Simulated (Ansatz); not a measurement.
# MgB2 (P6/mmm) in Ansatz: notebook

Aim: see how the results for MgB2 move with the level of theory and the settings. Levels: HSE03, HSEsol. Tasks: band structure.

Everything below comes from runs of Ansatz 0.2.0. Logs are shortened: lines on timing, memory, paths and dates and some standing lists are left out, and cuts for length are marked.

**1. The structure**

The structure is hexagonal, space group P6/mmm (No. 191). Conventional cell: a = 3.085 Å, b = 3.085 Å, c = 3.523 Å, α = 90.00°, β = 90.00°, γ = 120.00°. Mg (site symmetry 6/mmm) has 12 B at 2.51 Å as nearest neighbours. Around B (site symmetry -6m2) lie 3 B at 1.78 Å.

**2. Band structure, HSE03**

input.yaml

```yaml
crystal:
  lattice:
    - [3.085, 0.0, 0.0]
    - [-1.5425, 2.6716883707, 0.0]
    - [0.0, 0.0, 3.523]
  atoms:
    - { symbol: Mg, position: [0.0, 0.0, 0.0] }
    - { symbol: B, position: [0.6666666667, 0.3333333333, 0.5] }
    - { symbol: B, position: [0.3333333333, 0.6666666667, 0.5] }
hamiltonian:
  xc: { exchange: pbe, correlation: pbe, exx: { coeff: 0.25, omega: 0.3 } }
  pseudopotentials: { kind: paw }
kpoints:
  mp_grid: { grid: [5, 5, 4] }
  band_path:
    path:
      - [[0.0, 0.0, 0.0], [0.5, 0.0, 0.0], [0.3333333333, 0.3333333333, 0.0], [0.0, 0.0, 0.0], [0.0, 0.0, 0.5], [0.5, 0.0, 0.5], [0.3333333333, 0.3333333333, 0.5], [0.0, 0.0, 0.5]]
      - [[0.5, 0.0, 0.5], [0.5, 0.0, 0.0]]
      - [[0.3333333333, 0.3333333333, 0.0], [0.3333333333, 0.3333333333, 0.5]]
    npoints: 4
scf:
  occupations: { method: fermi_dirac, width: 0.05 }
  n_extra_bands: 7
output:
  forces: true
  stress: true
  eigenvalues: true
  fatbands: false
```

Potentials or basis: Ansatz PAW.

Launch:

```
ansatz run input.yaml --threads 2 --pin off --max-ram 5632MiB --backend cpu --events-out ev --progress --plain --runs-dir out
```

What it wrote:

```text
Warning: output.stress: scf.convergence.dr2_threshold = 1e-7 eV (the SCF's general default) is looser than the 3e-10 eV advised for a printed stress (1e-10 eV for each atom of the cell: 3). What an SCF threshold leaves in a stress goes as its square root, and in the free energy as the threshold itself, and one threshold admits the most on a small cell: of the crystals measured, under no hybrid functional and no lock of the moments, on runs that ended without the residual-converged pass, on stresses that held no estimate of that error, the worst erred by over 100 MPa in a component at 1e-7 eV an atom and by under 5 at 1e-10. Set scf.convergence.dr2_threshold to 3e-10 eV or tighter. The threshold is an SCF's pass mark: one that does not reach it within its budget of iterations ends unconverged, or closes short of it on a stop that the run arms, and scf.convergence.dr2_threshold's page says what that costs each kind of run
Warning: output.stress: scf.exx.energy_threshold = 1e-6 eV is looser than the 3e-8 eV advised for a stress under a hybrid functional (1e-8 eV for each atom of the cell: 3). Every SCF of the exchange loop can meet its threshold on dr2 while the loop round them stops early: no threshold on dr2 bounds what that leaves in the stress. Set scf.exx.energy_threshold to 3e-8 eV or tighter. The threshold is the loop's pass mark: a loop that does not reach it within its budget of cycles ends unconverged, and scf.exx.energy_threshold's page has the law
Warning: RAYON_NUM_THREADS=2 ignored (pool sized by the plan → 2); use --threads N
scf.n_extra_bands = 7 over 8 filled bands (N_el = 16.0): the run solves 15 bands
Engine: ansatz 0.2.0, x86_64-unknown-linux-gnu
Pseudopotentials: kind: paw
Pseudopotential: Mg, paw, valence charge 10, recommended cutoff 420 eV (normal), Mg.paw.azcp
Pseudopotential: B, paw, valence charge 3, recommended cutoff 420 eV (normal), B.paw.azcp
Functional definition: unnamed
  parameter a_1 = 0.25
  parameter omega_1 = 0.3/angstrom
  exchange = pbe_x + (-a_1)*pbe_x_sr(omega_1) + a_1*exact_x_sr(omega_1)
  correlation = pbe_c
Crystal: 3 atoms, lattice volume = 29.037 Å³
Basis set: ecut = 420 eV, 563 PW (Γ), exchange–correlation on 48×48×48 points (8 copies of the dense FFT grid, shifted against one another)
Bands: 15, of which v1, the nominal top of the filled ones, is band 8 counted from 1 (7 counted from 0)
Symmetry: 24 space group operations
Space group: P6/mmm (ITA 191), of the structure as read, at distance tolerance 3.1e-5 Å
k-points: 15 of 100
Non-local potential: Mg, projectors of the file, l = 0: 3, l = 1: 2, l = 2: 1
Non-local potential: B, projectors of the file, l = 0: 2, l = 1: 2, l = 2: 1
PAW form: soft (Blöchl's): semilocal exchange-correlation on the pseudo side does not see the compensation charge
PAW frozen core: Mg, regenerated for the run's functional, and the local potential with it (the file was generated under x = pbe(κ = 0.804, μ = 0.2195149727645171), c = pbe(β = 0.06672455060314922))
PAW frozen core: B, regenerated for the run's functional, and the local potential with it (the file was generated under x = pbe(κ = 0.804, μ = 0.2195149727645171), c = pbe(β = 0.06672455060314922))
PAW one-centre angular grid: Mg, 110 points (default); XC on 96 Gauss nodes
PAW one-centre angular grid: B, 110 points (default); XC on 64 Gauss nodes
Initial density: superposition of atomic densities (neutral atoms: chi_scale 0, normalization atom), corrected by the library's trained network
Initial wavefunctions: pseudopotential atomic-orbital guess
Functional: x = pbe(κ = 0.804, μ = 0.2195149727645171), c = pbe(β = 0.06672455060314922), warm-up for x = pbe(κ = 0.804, μ = 0.2195149727645171) + 0.25 (exact − pbe) at short range (hse, ω = 0.3 Å⁻¹), c = pbe(β = 0.06672455060314922)
SCF iter   1: F=—  HF=-2236.029070 eV  |F-HF|=—  |Δ(HF+E_count)|=         —  Δρ=1.06e-3  dr2=2.60e-4  ethr=1.77e-3  ⟨swp⟩=8.9  Hψ=1050  notcnv=0
preconditioner: auto → none  [insulator: Δε(μ)=0.385 eV  Ē_g=13.818 eV  σ=0.050 eV  W_gap=0.84  n_scr=8 (ndim 8)  ℏωp=19.5 eV  f_vac=0.000  D(μ)=0.69/eV (n_scr^D=2)]
iter 2 solved again at ethr=1.00e-7 eV; its pass at ethr=1.63e-6 eV (dr2=1.61e-5 eV) is discarded
SCF iter   2: F=—  HF=-2236.029124 eV  |F-HF|=—  |Δ(HF+E_count)|=   5.43e-5  Δρ=4.32e-4  dr2=1.61e-5  ethr=1.00e-7  ⟨swp⟩=2.1  Hψ=859  notcnv=0  defer=1
[... 24 lines left out ...]
SCF iter   2: F=—  HF=-2236.464173 eV  |F-HF|=—  |Δ(HF+E_count)|=   1.49e-7  Δρ=8.03e-6  dr2=2.56e-8  ethr=2.66e-9  ⟨swp⟩=3.8  Hψ=485  notcnv=0
SCF iter   3: F=-2236.464173 eV  HF=-2236.464173 eV  |F-HF|=5.14e-9  |Δ(HF+E_count)|=   8.63e-8  Δρ=4.29e-6  dr2=4.19e-9  ethr=4.65e-11  ⟨swp⟩=4.1  Hψ=652  notcnv=0
SCF 3 converged in 3 iterations: F = -2236.464173 eV  dr2 = 4.19e-9
  Residual-converged pass: ⟨swp⟩=2.0  Hψ=329  notcnv=0  max |occ|·‖R‖ = 2.0e-6 eV (tolerance 2.4e-6 eV)  dr2=4.19e-9  dr2_onsite=2.28e-9  max |Δocc| = 2.1e-12
hybrid outer 2: dexx = +7.635e-8 eV, tail = 1.74e-8 eV, Δε = 1.30e-3 eV (about 8.37e-5 eV left of the loop's levels)
NSCF: frozen V_eff on 39 k-points
hybrid SCF converged: 2 outer / 9 inner (+5 warm-up), last move |dexx| = 7.63e-8 eV, tail = 1.74e-8 eV
Stability not checked: this state was not tested for a lower state beside it, because the functional holds exact exchange (a hybrid, or Hartree-Fock), whose exchange loop this test does not read (fock_operator; see scf.lower_state_search)
Free energy (F): -2236.464173 eV
Frozen-core exchange: fock
Harris-Foulkes:  -2236.464173 eV  (|F-HF|=5.14e-9)
Internal energy: -2236.460548 eV  (E = F + TS)
E sigma→0 (E₀):  -2236.462361 eV
Entropy (-TS):   -0.003625 eV (-1.208 meV/atom)
Fermi energy:    9.372160 eV
--- Per-component energies (eV) ---
  E_band       = -331.383174
  E_kinetic    = 173.482354
  E_local      = -1521.132223  (includes V_loc(G=0)·N_el)
  E_nonlocal   = 116.878031
  E_hartree    = 542.270404
  E_xc         = -78.761793
  E_vxc        = -94.708500  (∫ρ·V_xc dr)
  E_exx        = -59.064426  (= α·E_x^exact, valence–valence)
  E_paw        = -405.212174  (= ΣΔE_a)
  E_vpaw       = 27.683690  (= ΣTr[D̂ρ^β])
  E_aug_tail   = -0.000013  (compensation charges beyond the density's cutoff)
  E_ewald      = -1004.861037
  E_core_change = -0.059671  (= ΣΔE_core)
  E_smearing   = -0.003625  (= −TS)
  E_closure    = 0.000000  (closes the sum)
  Σ components = -2236.464173   (vs F -2236.464173, Δ=4.55e-13)
--- Forces (eV/Å), atoms counted from 1 ---
  atom   1  Mg    -0.00000000    -0.00000000     0.00000000
  atom   2  B      0.00000000     0.00000000     0.00000000
  atom   3  B      0.00000000    -0.00000000     0.00000000
  max |Σ_I F_I| component: 1.85e-17 eV/Å
--- Stress (GPa, compression-positive) ---
       -2.888429       0.000000       0.000000
        0.000000      -2.888429       0.000000
        0.000000       0.000000      -2.460868
  P = ⅓ Tr σ = -2.7459 GPa (-27.459 kbar)
--- Band table (eV; the first three rows and the last of 15) ---
  k-point 0: bands = ["-71.2725", "-36.1703", "-36.1703", "-36.1553", "-4.8466", "5.8112", "9.3071", "9.3071", "11.0918", "16.0124", "16.0124", "17.9581", "20.2887", "22.6266", "26.1786"]
  k-point 1: bands = ["-71.2723", "-36.1700", "-36.1700", "-36.1593", "-4.2912", "2.9876", "9.5133", "9.5133", "15.2009", "16.1830", "16.1830", "17.9957", "20.0895", "23.1204", "23.3730"]
  k-point 2: bands = ["-71.2722", "-36.1697", "-36.1697", "-36.1632", "-3.4623", "0.8881", "9.7370", "9.7370", "16.3729", "16.3729", "18.0383", "19.8938", "20.0649", "21.8456", "21.8456"]
  k-point 14: bands = ["-71.2683", "-36.2038", "-36.1872", "-36.1555", "0.9532", "1.7071", "4.6979", "5.8463", "7.8003", "14.1887", "18.3713", "23.5785", "23.6657", "23.7762", "23.9255"]
```

bands.tsv:

```text
# k_distance	band_0	band_1	band_2	band_3	band_4	band_5	band_6	band_7	band_8	band_9	band_10	band_11	band_12	band_13	band_14
[... 55 lines left out ...]
8.208619	-80.640677	-45.569773	-45.569773	-45.519869	-8.541036	-8.541036	-6.840055	1.845240	1.845240	6.489835	6.489835	9.191045	9.612630	13.190073	13.190073
8.431554	-80.640618	-45.569627	-45.569627	-45.520960	-8.429639	-8.429639	-6.745763	0.907582	0.907582	7.295963	7.690670	7.690670	11.060322	13.285832	13.285832
8.654488	-80.640484	-45.569277	-45.569277	-45.523592	-8.126625	-8.126625	-6.503509	-0.657172	-0.657172	5.463804	9.978739	9.978739	11.764612	13.581598	13.581598
8.877423	-80.640351	-45.568929	-45.568929	-45.526222	-7.753228	-7.753228	-6.236090	-1.904648	-1.904648	4.201915	12.021304	12.021304	12.088739	14.199064	14.199064
9.100357	-80.640297	-45.568786	-45.568786	-45.527312	-7.566316	-7.566316	-6.116308	-2.395370	-2.395370	3.745388	12.200491	12.709048	12.709048	14.846993	14.846993
```

It took 3.8 min on 2 threads of Intel Xeon at 2.50GHz (Skylake/Cascade Lake), shared host; peak memory 0.56 GiB.

Results:

```yaml
Free_energy: -2236.4642 eV
Pressure: -2.7 GPa
Band_gap_on_the_k_mesh: none (metal or under the smearing width)
```

Stress tensor (GPa, compression positive):
```
-2.89  0.00  0.00
 0.00 -2.89  0.00
 0.00  0.00 -2.46
```

Levels at the corners of the path, in eV from the Fermi level:
```
point  band 6  band 7  band 8  band 9  band 10  band 11
    Γ   -3.56   -0.07   -0.07    1.72     6.64     6.64
    M   -9.09   -2.89    0.04    3.27     4.05     5.57
    K   -8.54   -6.84    1.85    1.85     6.49     6.49
    Γ   -3.56   -0.07   -0.07    1.72     6.64     6.64
    A   -8.48    0.36    0.36    7.00     7.00     8.67
    L   -8.10   -4.17   -2.56   -1.53     5.99     9.27
    H   -7.57   -6.12   -2.40   -2.40     3.75    12.20
    A   -8.48    0.36    0.36    7.00     7.00     8.67
    L   -8.10   -4.17   -2.56   -1.53     5.99     9.27
    M   -9.09   -2.89    0.04    3.27     4.05     5.57
    K   -8.54   -6.84    1.85    1.85     6.49     6.49
    H   -7.57   -6.12   -2.40   -2.40     3.75    12.20
```

Caveat: the k mesh is coarse (spacing up to 0.47 Å⁻¹), so the values aren't converged, least of all with exact exchange; the PAW data sets come from PBE, with cores solved anew for the run's functional, which leaves a small shift of forces and pressure; the thresholds are loose for stress.

**3. Band structure, HSEsol**

Changes to input.yaml since step 2:

```diff
@@ -10,3 +10,6 @@
 hamiltonian:
-  xc: { exchange: pbe, correlation: pbe, exx: { coeff: 0.25, omega: 0.3 } }
+  xc:
+    exchange: hjs_pbesol
+    correlation: pbesol
+    exx: { coeff: 0.25, omega: 0.207 }
   pseudopotentials: { kind: paw }
```

Potentials or basis: Ansatz PAW.

Launch:

```
ansatz run input.yaml --threads 2 --pin off --max-ram 5632MiB --backend cpu --events-out ev --progress --plain --runs-dir out
```

Run time: 2.1 min. Hardware: 2 threads of Intel Xeon at 2.50GHz (Skylake/Cascade Lake), shared host; peak memory 0.56 GiB.

The run converged. Its results:

* Free energy: -2223.7188 eV
* Pressure: -4.4 GPa
* Band gap on the k mesh: none (metal or under the smearing width)

Stress tensor (GPa, compression positive):
```
-4.48  0.00  0.00
 0.00 -4.48  0.00
 0.00  0.00 -4.35
```

Levels at the corners of the path, in eV from the Fermi level:
| point | band 4 | band 5 | band 6 | band 7 | band 8 | band 9 | band 10 | band 11 | band 12 | band 13 |
| --- | --- | --- | --- | --- | --- | --- | --- | --- | --- | --- |
| Γ | -45.57 | -14.38 | -3.68 | -0.09 | -0.09 | 1.82 | 6.76 | 6.76 | 8.78 | 11.12 |
| M | -45.56 | -10.10 | -9.25 | -3.00 | 0.04 | 3.39 | 4.17 | 5.68 | 7.67 | 13.45 |
| K | -45.56 | -8.68 | -8.68 | -7.01 | 1.94 | 1.94 | 6.61 | 6.61 | 9.30 | 9.75 |
| Γ | -45.57 | -14.38 | -3.68 | -0.09 | -0.09 | 1.82 | 6.76 | 6.76 | 8.78 | 11.12 |
| A | -45.58 | -12.98 | -8.68 | 0.38 | 0.38 | 7.13 | 7.13 | 8.85 | 10.74 | 10.85 |
| L | -45.57 | -9.02 | -8.24 | -4.30 | -2.66 | -1.57 | 6.13 | 9.39 | 9.50 | 14.06 |
| H | -45.57 | -7.68 | -7.68 | -6.27 | -2.46 | -2.46 | 3.82 | 12.33 | 12.90 | 12.90 |
| A | -45.58 | -12.98 | -8.68 | 0.38 | 0.38 | 7.13 | 7.13 | 8.85 | 10.74 | 10.85 |
| L | -45.57 | -9.02 | -8.24 | -4.30 | -2.66 | -1.57 | 6.13 | 9.39 | 9.50 | 14.06 |
| M | -45.56 | -10.10 | -9.25 | -3.00 | 0.04 | 3.39 | 4.17 | 5.68 | 7.67 | 13.45 |
| K | -45.56 | -8.68 | -8.68 | -7.01 | 1.94 | 1.94 | 6.61 | 6.61 | 9.30 | 9.75 |
| H | -45.57 | -7.68 | -7.68 | -6.27 | -2.46 | -2.46 | 3.82 | 12.33 | 12.90 | 12.90 |

Caveat: the k mesh is coarse (spacing up to 0.47 Å⁻¹), so the values aren't converged, least of all with exact exchange; the PAW data sets come from PBE, with cores solved anew for the run's functional, which leaves a small shift of forces and pressure; the thresholds are loose for stress.
